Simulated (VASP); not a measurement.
# Zr (Im-3m) in VASP: a series of runs

The runs below take Zr through relaxation of cell and atoms, single point, with PBEsol.

All numbers are computed with VASP 6.6.1; they aren't measurements. Logs are shortened: lines on timing, memory, paths and dates and some standing lists are left out, and cuts for length are marked.

### 1 Starting point

Symmetry: Im-3m, No. 229, cubic system. The conventional cell has a = 3.582 Å, b = 3.582 Å, c = 3.582 Å, α = 90.00°, β = 90.00°, γ = 90.00°. Zr (site symmetry m-3m) is surrounded by 8 Zr at 3.10 Å.

This isn't the form of Zr at room conditions, which is hcp.

### 2 Relaxation of cell and atoms, PBEsol

File INCAR:

```
SYSTEM = Zr
PREC     = Accurate       ! precision mode
ENCUT    = 300            ! plane-wave cutoff, eV
EDIFF    = 1E-7           ! SCF threshold, eV
ISMEAR   = 0              ! smearing method
SIGMA    = 0.1            ! smearing width, eV
LREAL    = .False.        ! projectors in reciprocal space
LASPH    = .True.         ! aspherical terms in the spheres
NELM     = 100            ! most SCF steps
ALGO     = Normal         ! electronic algorithm
ISIF     = 3              ! what is computed and relaxed
LWAVE    = .False.        ! write WAVECAR
LCHARG   = .False.        ! write CHGCAR
GGA      = PS             ! functional
IBRION   = 2              ! ionic algorithm
NSW      = 90             ! ionic steps
EDIFFG   = -0.005         ! ionic threshold
```

File KPOINTS:

```
regular mesh
0
Gamma
  16 16 16
  0 0 0
```

File POSCAR:

```
Zr
1.0
   -1.7908472700      1.7908472700      1.7908472700
    1.7908472700     -1.7908472700      1.7908472700
    1.7908472700      1.7908472700     -1.7908472700
Zr
1
Direct
    0.0000000000      0.0000000000      0.0000000000
```

Potentials or basis: VASP PAW PBE potentials, release 64 (Zr_sv).

On the command line:

```sh
$ cat potpaw_PBE.64/Zr_sv/POTCAR > POTCAR
$ mpirun -np 1 vasp_std > vasp.out
```

OUTCAR:

```text
SYSTEM = Zr
   PREC = Accurate
   ENCUT = 300
   EDIFF = 1E-7
   ISMEAR = 0
   LREAL = .False.
   LASPH = .True.
   NELM = 100
   ISIF = 3
   GGA = PS
   IBRION = 2
   NSW = 90
   EDIFFG = -0.005

 ion  position               nearest neighbor table
   1  0.000  0.000  0.000-

  LATTYP: Found a body centered cubic cell.
 ALAT       =     3.5816945400

  Lattice vectors:

 A1 = (  -1.7908472700,   1.7908472700,   1.7908472700)
 A2 = (   1.7908472700,  -1.7908472700,   1.7908472700)
 A3 = (   1.7908472700,   1.7908472700,  -1.7908472700)

Analysis of symmetry for initial positions (statically):
=====================================================================
 Subroutine PRICEL returns:
 Original cell was already a primitive cell.

 Routine SETGRP: Setting up the symmetry group for a
 body centered cubic supercell.

 Subroutine GETGRP returns: Found 48 space group operations
 (whereof 48 operations were pure point group operations)
 out of a pool of 48 trial point group operations.

The static configuration has the point symmetry O_h .

Analysis of symmetry for dynamics (positions and initial velocities):
=====================================================================
 Subroutine PRICEL returns:
 Original cell was already a primitive cell.

 Routine SETGRP: Setting up the symmetry group for a
 body centered cubic supercell.

 Subroutine GETGRP returns: Found 48 space group operations
 (whereof 48 operations were pure point group operations)
 out of a pool of 48 trial point group operations.

The dynamic configuration has the point symmetry O_h .

 Subroutine INISYM returns: Found 48 space group operations
 (whereof 48 operations are pure point group operations),
 and found     1 'primitive' translations

----------------------------------------------------------------------------------------

                                     Primitive cell

  volume of cell :      22.9739

  direct lattice vectors                    reciprocal lattice vectors
    -1.790847270  1.790847270  1.790847270     0.000000000  0.279197455  0.279197455
     1.790847270 -1.790847270  1.790847270     0.279197455  0.000000000  0.279197455
     1.790847270  1.790847270 -1.790847270     0.279197455  0.279197455  0.000000000

  length of vectors
     3.101838460  3.101838460  3.101838460     0.394844827  0.394844827  0.394844827

  position of ions in fractional coordinates (direct lattice)
     0.000000000  0.000000000  0.000000000

  ion indices of the primitive-cell ions
   primitive index   ion index
                 1           1

----------------------------------------------------------------------------------------

 KPOINTS: regular mesh

Automatic generation of k-mesh.
 Grid dimensions read from file:
 generate k-points for:   16   16   16

 Generating k-lattice:

  Cartesian coordinates                     Fractional coordinates (reciprocal lattice)
     0.000000000  0.017449841  0.017449841     0.062500000  0.000000000  0.000000000
     0.017449841  0.000000000  0.017449841     0.000000000  0.062500000  0.000000000
     0.017449841  0.017449841  0.000000000     0.000000000  0.000000000  0.062500000

  Length of vectors
     0.024677802  0.024677802  0.024677802

  Shift w.r.t. Gamma in fractional coordinates (k-lattice)
     0.000000000  0.000000000  0.000000000

 Subroutine IBZKPT returns following result:
 ===========================================

 Found    145 irreducible k-points:

 Following reciprocal coordinates:
            Coordinates               Weight
  0.000000  0.000000  0.000000      1.000000
  0.062500  0.000000  0.000000     12.000000
  0.125000  0.000000  0.000000     12.000000
  0.187500  0.000000  0.000000     12.000000
  0.250000  0.000000  0.000000     12.000000
  0.312500  0.000000  0.000000     12.000000
[... 16 lines left out ...]
  0.187500  0.187500  0.000000     24.000000
  0.250000  0.187500 -0.000000     48.000000
 [... further k-points ...]
   k-points           NKPTS =    145   k-points in BZ     NKDIM =    145   number of bands    NBANDS=     10
   number of dos      NEDOS =    301   number of ions     NIONS =      1
   total plane-waves  NPLWV =   5832
   dimension x,y,z NGX =    18 NGY =   18 NGZ =   18
   dimension x,y,z NGXF=    36 NGYF=   36 NGZF=   36
   ions per type =               1
   NGX,Y,Z   is equivalent  to a cutoff of   9.65,  9.65,  9.65 a.u.
   NGXF,Y,Z  is equivalent  to a cutoff of  19.29, 19.29, 19.29 a.u.
 SYSTEM =  Zr
   PREC   = accura    normal or accurate (medium, high low for compatibility)
   ISTART =      0    job   : 0-new  1-cont  2-samecut
   ICHARG =      2    charge: 1-file 2-atom 10-const
   ISPIN  =      1    spin polarized calculation?
   LNONCOLLINEAR =      F non collinear calculations
   LSORBIT =      F    spin-orbit coupling
   LASPH  =      T    aspherical Exc in radial PAW
   ENCUT  =  300.0 eV  22.05 Ry    4.70 a.u.   4.38  4.38  4.38*2*pi/ulx,y,z
   NELM   =    100;   NELMIN=  2; NELMDL= -5     # of ELM steps
   EDIFF  = 0.1E-06   stopping-criterion for ELM
   LREAL  =      F    real-space projection
   EDIFFG = -.5E-02   stopping-criterion for IOM
   NSW    =     90    number of steps for IOM
   IBRION =      2    ionic relax: 0-MD 1-quasi-New 2-CG
   NFREE  =      1    steps in history (QN), initial steepest desc. (CG)
   ISIF   =      3    stress and relaxation
   ISYM   =      2    0-nonsym 1-usesym 2-fastsym
   POTIM  = 0.5000    time-step for ionic-motion
   TEBEG  =    0.0;   TEEND  =   0.0 temperature during run
   PSTRESS=    0.0 pullay stress
   NELECT =      12.0000    total number of electrons
   NUPDOWN=      -1.0000    fix difference up-down
   EMIN   =  10.00;   EMAX   =-10.00  energy-range for DOS
   EFERMI =   0.00;   METHOD = LEGACY
   ISMEAR =     0;   SIGMA  =   0.10  broadening in eV -4-tet -1-fermi 0-gaus
   EFERMI_NEDOS =   21; number of points for ismear=-14 and -15
   IALGO  =     38    algorithm
   IMIX   =      4    mixing-type and parameters
     AMIX     =   0.40;   BMIX     =  1.00
     AMIX_MAG =   1.60;   BMIX_MAG =  1.00
  volume/ion in A,a.u.               =      22.97       155.04
  Fermi-wavevector in a.u.,A,eV,Ry     =   1.318429  2.491469 23.650390  1.738255
  Thomas-Fermi vector in A             =   2.448399
   LORBIT       =      0    0 simple, 1 ext, 2 COOP (PROOUT), +10 PAW based schemes
   GGA     = PS    functional components
   LHFCALC =     F    Hartree Fock is set to
   AEXX    =    0.0000 exact exchange contribution
   IVDW    =     0    specifies the selected vdW correction
   LEPSILON=     F    determine dielectric tensor
   LRPA    =     F    only Hartree local field effects (RPA)
 conjugate gradient relaxation of ions
 non-spin polarized calculation
 Gauss-broadening in eV      SIGMA  =   0.10
  energy-cutoff  :      300.00
  volume of cell :       22.97
 maximum number of plane-waves:       278
 NGX is ok and might be reduce to    18
   NGX =  9   NGY =  9   NGZ =  9

--------------------------------------- Ionic step        1  -------------------------------------------

 number of electron      12.0000001 magnetization

 Free energy of the ion-electron system (eV)
  ---------------------------------------------------
  ext. energy  EPLUGINS =         0.00000000
  ---------------------------------------------------
  free energy    TOTEN  =        -8.99539153 eV

  energy without entropy =       -8.98542845  energy(sigma->0) =       -8.99040999

------------------------ aborting loop because EDIFF is reached ----------------------------------------

  FORCE on cell =-STRESS in cart. coord.  units (eV):
  Direction    XX          YY          ZZ          XY          YZ          ZX
  --------------------------------------------------------------------------------------
  -------------------------------------------------------------------------------------
  Total       -0.7037963     -0.7037963     -0.7037963      0.0000000     -0.0000000     -0.0000000
  in kB      -49.0819615    -49.0819615    -49.0819615      0.0000000     -0.0000000     -0.0000000
  external PRESSURE =     -49.0819615 kB  Pullay stress =       0.0000000 kB

 VOLUME and BASIS-vectors are now :
 -----------------------------------------------------------------------------
  energy-cutoff  :      300.00
  volume of cell :       22.97
      direct lattice vectors                 reciprocal lattice vectors
    -1.790847270  1.790847270  1.790847270     0.000000000  0.279197455  0.279197455
     1.790847270 -1.790847270  1.790847270     0.279197455  0.000000000  0.279197455
     1.790847270  1.790847270 -1.790847270     0.279197455  0.279197455  0.000000000
[... 36 lines left out ...]
 POSITION                                       TOTAL-FORCE (eV/Angst)
 -----------------------------------------------------------------------------------
      1.73004      1.73004      1.73004         0.000000     -0.000000      0.000000
 -----------------------------------------------------------------------------------
    total drift:                               -0.000000      0.000000     -0.000000

  FREE ENERGIE OF THE ION-ELECTRON SYSTEM (eV)
  ---------------------------------------------------
  free  energy   TOTEN  =        -9.0039138811 eV

  energy  without entropy=       -8.9960224081  energy(sigma->0) =       -8.99996814

--------------------------------------- Ionic step        3  -------------------------------------------

 number of electron      12.0000000 magnetization

 Free energy of the ion-electron system (eV)
  ---------------------------------------------------
  ext. energy  EPLUGINS =         0.00000000
  ---------------------------------------------------
  free energy    TOTEN  =        -9.01640893 eV

  energy without entropy =       -9.00756370  energy(sigma->0) =       -9.01198632

 E-fermi :   9.3877     XC(G=0): -11.5307

 val. band max:        9.3874860432   @ k =  -0.3750   0.3750   0.1250
 cond. band min:       9.3926800315   @ k =   0.1875   0.1875   0.0000
 fundamental gap:      0.0051939882
 Fermi energy:         9.3877023833

 k-point     1 :       0.0000    0.0000    0.0000
  band No.  band energies     occupation
      1     -38.8392      2.00000
      2     -16.2667      2.00000
      3     -16.2667      2.00000
      4     -16.2667      2.00000
      5       3.9507      2.00000
      6      10.5501      0.00000
      7      10.5501      0.00000
      8      10.5501      0.00000
      9      13.2384      0.00000
     10      13.2384      0.00000

 k-point     2 :       0.0625    0.0000    0.0000
  band No.  band energies     occupation
      1     -38.8318      2.00000
      2     -16.3192      2.00000
      3     -16.2826      2.00000
      4     -16.2680      2.00000
      5       4.0940      2.00000
      6      10.4503      0.00000
      7      10.5177      0.00000
      8      10.6909      0.00000
      9      13.0768      0.00000
     10      13.2343      0.00000
[... 274 lines left out ...]
 k-point    24 :       0.2500    0.1875   -0.0000
  band No.  band energies     occupation
      1     -38.6579      2.00000
      2     -17.2285      2.00000
      3     -16.6633      2.00000
      4     -16.3746      2.00000
      5       7.1689      2.00000
      6       8.8095      2.00000
      7       9.4462      0.40837
      8      12.6875      0.00000
      9      14.0026      0.00000
     10      15.5277      0.00000

 [... further k-points ...]

------------------------ aborting loop because EDIFF is reached ----------------------------------------

  FORCE on cell =-STRESS in cart. coord.  units (eV):
  Direction    XX          YY          ZZ          XY          YZ          ZX
  --------------------------------------------------------------------------------------
  -------------------------------------------------------------------------------------
  Total       -0.0026853     -0.0026853     -0.0026853     -0.0000000      0.0000000      0.0000000
  in kB       -0.1985999     -0.1985999     -0.1985999     -0.0000000      0.0000000      0.0000000
  external PRESSURE =      -0.1985999 kB  Pullay stress =       0.0000000 kB

 VOLUME and BASIS-vectors are now :
 -----------------------------------------------------------------------------
  energy-cutoff  :      300.00
  volume of cell :       21.66
      direct lattice vectors                 reciprocal lattice vectors
    -1.756132072  1.756132072  1.756132072     0.000000000  0.284716627  0.284716627
     1.756132072 -1.756132072  1.756132072     0.284716627  0.000000000  0.284716627
     1.756132072  1.756132072 -1.756132072     0.284716627  0.284716627  0.000000000

 POSITION                                       TOTAL-FORCE (eV/Angst)
 -----------------------------------------------------------------------------------
      0.00000      0.00000      0.00000        -0.000000     -0.000000     -0.000000
 -----------------------------------------------------------------------------------
    total drift:                                0.000000     -0.000000      0.000000

  FREE ENERGIE OF THE ION-ELECTRON SYSTEM (eV)
  ---------------------------------------------------
  free  energy   TOTEN  =        -9.0164089297 eV

  energy  without entropy=       -9.0075637025  energy(sigma->0) =       -9.01198632

 reached required accuracy - stopping structural energy minimisation
```

Run time: 34 s. Hardware: 1 thread of Intel Xeon Platinum 8259CL at 2.50GHz (Skylake/Cascade Lake), shared host; peak memory 0.13 GiB.

Results:

| Property | Result |
| --- | --- |
| Free energy | -9.0164 eV |
| Relaxed volume | 21.66 Å³/atom |
| Relaxed cell | a = 3.042 Å, b = 3.042 Å, c = 3.042 Å, α = 109.47°, β = 109.47°, γ = 109.47° |
| Space group after relaxing (to 0.05 Å) | Im-3m (No. 229) |
| Energy gained by relaxing | 21.0 meV/atom |
| Ionic steps | 3 |
| Pressure after relaxing | 0.0 GPa |
| Band gap on the k mesh | none (metal or under the smearing width) |

The path:
```tsv
step	energy change (eV)	largest force (eV/Å)	pressure (GPa)	volume (Å³)
1	0.0000	0.0000	-4.91	22.97
2	-0.0085	0.0000	4.35	20.71
3	-0.0210	0.0000	-0.02	21.66
```

Final structure:
```
Zr
1.0
    -1.75613    1.75613    1.75613
     1.75613   -1.75613    1.75613
     1.75613    1.75613   -1.75613
Zr
1
Direct
  0.00000 0.00000 0.00000
```

Caveat: the PAW data sets were made with another functional, which shifts forces and pressure a little.

(Continued in part 2 of 2.)
